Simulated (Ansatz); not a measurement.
## TaN: distorted cells

Level of theory: DFT PBE, scalar-relativistic, plane waves, PAW (Ansatz 0.2.0).

Cutoff 420 eV; k points 14×14×14 on the computed 2-atom cell (Γ-centred); Gaussian smearing, width 0.10 eV; no spin polarisation.

Reference cell:

```xyz
2
Lattice="0.0000 2.1790 2.1790 2.1790 0.0000 2.1790 2.1790 2.1790 0.0000" Properties=species:S:1:pos:R:3 pbc="T T T"
Ta    2.1790    2.1790    2.1790
N     0.0000    0.0000    0.0000
```

Each variant moves atoms of this cell by the vectors given, if any (Å), and then applies a symmetric strain (tensor components, Cartesian axes). The reference cell isn't relaxed at this level. Energies are per atom at zero smearing, counted from the lowest variant. Pressure is positive in compression.

1. no strain; moves: N2 (0.000, 0.000, 0.045)
2. strain (xx yy zz yz xz xy, %) -0.53 1.96 1.54 -2.00 -0.13 1.98; moves: Ta1 (-0.223, 0.091, 0.068); N2 (0.223, -0.091, -0.068)
3. strain (xx yy zz yz xz xy, %) 5.84 4.34 4.34 0.00 0.00 0.00

```csv
result,ΔE (meV/atom),P (GPa),largest force (eV/Å)
A,83.2,-26.48,0.00
B,0.0,14.92,0.41
C,796.5,49.21,8.97
```

**Question.** Which variant gave which result?

**Answer.** A is 3, B is 1, C is 2.

Spin–orbit coupling is left out, which can shift energies with elements as heavy as these.

This rock-salt form isn't the usual stable structure of the compound.